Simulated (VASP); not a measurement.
# Al: relaxation of cell and atoms with r2SCAN

Al:

```
Al
1.0
     0.00000    2.02481    2.02481
     2.02481    0.00000    2.02481
     2.02481    2.02481    0.00000
Al
1
Direct
  0.00000 0.00000 0.00000
```

```json
{
 "Program": "VASP 6.6.1",
 "Task": "relaxation of cell and atoms",
 "Functional": "r2SCAN",
 "Potentials or basis": "VASP PAW PBE potentials, release 64 (Al)",
 "Cutoff": "600 eV",
 "k mesh": "11 × 11 × 11",
 "Occupations": "methfessel-paxton, width 0.1 eV",
 "Spin": "no spin polarisation",
 "Further INCAR settings": "ALGO = Normal; EDIFF = 1e-07; IBRION = 2; EDIFFG = -0.005; NSW = 40; ISIF = 3"
}
```

```
Relaxed volume                         : 15.88 Å³/atom
Relaxed cell                           : a = 2.822 Å, b = 2.822 Å, c = 2.822 Å, α = 60.00°, β = 60.00°, γ = 60.00°
Space group after relaxing (to 0.05 Å) : Fm-3m (No. 225)
Energy gained by relaxing              : 8.6 meV/atom
Ionic steps                            : 3
Pressure after relaxing                : 0.0 GPa
Band gap on the k mesh                 : none (metal or under the smearing width)
```

The path:
```tsv
step	energy change (eV)	largest force (eV/Å)	pressure (GPa)	volume (Å³)
1	0.0000	0.0000	-3.66	16.60
2	-0.0080	0.0000	1.07	15.71
3	-0.0086	0.0000	0.03	15.88
```

Final structure:
```yaml
crystal:
  lattice:
    - [0.00000, 1.99514, 1.99514]
    - [1.99514, 0.00000, 1.99514]
    - [1.99514, 1.99514, 0.00000]
  atoms:
    - { symbol: Al, position: [0.00000, 0.00000, 0.00000] }
```

Levels at points of the mesh, in eV from the Fermi level:
```csv
k point,band 1,band 2,band 3,band 4,band 5
"(0.00, 0.00, 0.00)",-12.11,13.55,13.55,13.55,15.76
```

It took 3.1 min on 1 thread of AMD EPYC 7571, with other jobs on the host, peak memory 0.1 GiB.

The cell as given is a measured one (16.60 Å³/atom); r2SCAN puts the equilibrium volume -4.3 % from it, thermal expansion not counted.

Caveat: the PAW data sets were made with another functional, which shifts forces and pressure a little.
